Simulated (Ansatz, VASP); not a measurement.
# Ba: VASP beside Ansatz

File INCAR:

```
PREC = Accurate
ENCUT = 520
EDIFF = 1E-6
ISMEAR = 1
SIGMA = 0.6
LREAL = F
LASPH = T
NELM = 100
ALGO = Normal
ISIF = 2
LWAVE = F
LCHARG = T
LELF = T
LVHAR = T
NBANDS = 11
```

KPOINTS

```
regular mesh
0
Gamma
  9 9 9
```

File POSCAR:

```
Ba
1.0
   -2.3789385306      2.3789385306      2.3789385306
    2.3789385306     -2.3789385306      2.3789385306
    2.3789385306      2.3789385306     -2.3789385306
Ba
1
Direct
    0.0000000000      0.0000000000      0.0000000000
```

Input for Ansatz:

```yaml
crystal:
  lattice:
    - [-2.3789385306, 2.3789385306, 2.3789385306]
    - [2.3789385306, -2.3789385306, 2.3789385306]
    - [2.3789385306, 2.3789385306, -2.3789385306]
  atoms:
    - { symbol: Ba, position: [0.0, 0.0, 0.0] }
hamiltonian:
  xc: lda
  pseudopotentials:
    kind: paw
    azcp:
      Ba: "pseudopotentials/Ba.paw.azcp"
basis:
  ecutwfc: 420
  fft_grid_basis: typed
kpoints:
  mp_grid: { grid: [9, 9, 9], shift: [0, 0, 0] }
magnetization:
  spin_polarized: false
scf:
  occupations: { method: cold, width: 0.6 }
  lower_state_search: "off"
output:
  stress: true
```

Alike in both runs: task single point; functional LDA; k mesh 9 × 9 × 9; no spin polarisation.

|  | VASP | Ansatz |
| --- | --- | --- |
| version | VASP 6.6.1 | Ansatz 0.2.0 |
| potentials or method | VASP PAW LDA potentials, release 64 (Ba_sv) | plane waves (420 eV) with PAW, scalar-relativistic |
| plane-wave cutoff (eV) | 520 | 420 |
| occupations | methfessel-paxton of order 1, width 0.6 eV | cold, width 0.6 eV |
| valence electrons in the cell | 10 | 10 |

Ansatz gave:

| Property | Result |
| --- | --- |
| pressure (GPa) | 0.1 |

What did VASP give for the same quantities?

Pressure (GPa): 0.0.

Ansatz warned: «pseudo_functional_mismatch».

The runs have no spin-orbit coupling, so splittings on Ba are missing.
